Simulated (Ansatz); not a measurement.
MgS (h-MgO type), relaxed with r2SCAN: 5 runs in the PAW code Ansatz, each a calculation of independent-particle optics. The symmetry is P6_3/mmc (No. 194, hexagonal); a = 4.296 Å, c = 5.285 Å in the conventional setting, 21.11 Å³ an atom. Mg has 5 S at 2.48–2.64 Å; S has 5 Mg at 2.48–2.64 Å. All values are calculated for a non-magnetic cell, which may be hypothetical.

```
CELL_PARAMETERS angstrom
4.29554 0.00000 0.00000
-2.14777 3.72005 0.00000
0.00000 0.00000 5.28509
ATOMIC_POSITIONS crystal
Mg 0.33333 0.66667 0.25000
Mg 0.66667 0.33333 0.75000
S 0.66667 0.33333 0.25000
S 0.33333 0.66667 0.75000
```

On meshes this coarse, single peaks can be features of the mesh. No local fields, no excitons; the zone sum runs over the cells of the mesh, and ε∞ includes the bands left out of the spectrum. Up to four peaks are listed, those above 15 % of the tallest and inside the complete range; the four can differ from row to row. Rows marked drawn have settings drawn at random (some not listed).

```tsv
functional	k mesh	broadening (eV)	scissors (eV)	range (eV)	settings	direct gap on the mesh before scissors (eV)	ε∞ xx	ε∞ yy	ε∞ zz	complete up to (eV)	tallest peaks of mean ε₂ (eV)
PBE	6×6×4	0.1	0.00	0–16	chosen	3.00	4.69	4.69	5.15	16.0	5.80 6.30 7.05 7.75
r2SCAN	6×6×4	0.1	0.00	0–16	chosen	3.65	4.23	4.23	4.56	16.0	6.90 7.70 8.05 8.35
PBE	6×6×4	0.15	1.50	0.5–15	drawn	3.00	4.04	4.04	4.38	15.0	7.80 8.60 9.20
PBEsol	6×6×2	0.15	2.50	0–10	drawn	2.84	3.82	3.82	4.12	10.0	8.60 9.40
```

Question: Estimate from these rows what the further settings give.

| functional | k mesh | broadening (eV) | scissors (eV) | range (eV) | settings |
| --- | --- | --- | --- | --- | --- |
| PBE | 6×6×4 | 0.1 | 1.00 (to HSE06) | 0–16 | chosen |

Answer:

| functional | k mesh | broadening (eV) | scissors (eV) | range (eV) | settings | direct gap on the mesh before scissors (eV) | ε∞ xx | ε∞ yy | ε∞ zz | complete up to (eV) | tallest peaks of mean ε₂ (eV) |
| --- | --- | --- | --- | --- | --- | --- | --- | --- | --- | --- | --- |
| PBE | 6×6×4 | 0.1 | 1.00 (to HSE06) | 0–16 | chosen | 3.00 | 4.23 | 4.23 | 4.60 | 16.0 | 6.80 7.30 8.05 8.75 |
